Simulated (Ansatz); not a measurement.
# P: the cost of one run

Method: DFT, scalar-relativistic, functionals as named in each step, in Ansatz 0.2.0.

**1. Starting point**

The structure is tetragonal, space group P4/mmm (No. 123). Conventional cell: a = 4.273 Å, b = 4.273 Å, c = 4.378 Å, α = 90.00°, β = 90.00°, γ = 90.00°. P (site symmetry 4/mmm) has 6 P at 4.27 to 4.38 Å in its first shell of neighbours.

Coordinates:

```
P
1.0
     4.27290    0.00000    0.00000
     0.00000    4.27290    0.00000
     0.00000    0.00000    4.37800
P
1
Direct
  0.00000 0.00000 0.00000
```

**2. LDA, LAPW**

input.yaml

```yaml
crystal:
  lattice:
    - [4.2729048574, 0.0, 0.0]
    - [0.0, 4.2729048574, 0.0]
    - [0.0, 0.0, 4.378]
  atoms:
    - { symbol: P, position: [0.0, 0.0, 0.0] }
kpoints:
  mp_grid: { grid: [10, 10, 9] }
  band_path:
    path:
      - [0.0, 0.0, 0.0]
      - [0.0, 0.5, 0.0]
      - [0.5, 0.5, 0.0]
      - [0.0, 0.0, 0.0]
      - [0.0, 0.0, 0.5]
      - [0.0, 0.5, 0.5]
      - [0.5, 0.5, 0.5]
      - [0.0, 0.0, 0.5]
      - [0.0, 0.5, 0.0]
    npoints: 5
scf:
  occupations: { method: fermi_dirac, width: 0.08 }
hamiltonian:
  xc: lda
  pseudopotentials: { kind: all_electron, lapw: { basis_error: 0.00025 } }
output:
  forces: true
  stress: true
  eigenvalues: true
```

On the command line:

```
$ ansatz run input.yaml --threads 1 --pin off --max-ram 2048MiB --backend cpu --events-out ev --progress --plain --runs-dir out
```

Q: Estimate wall time and peak memory on 1 thread of Arm Neoverse V1, shared host.

About 6.2 s, with a peak of 0.23 GiB.
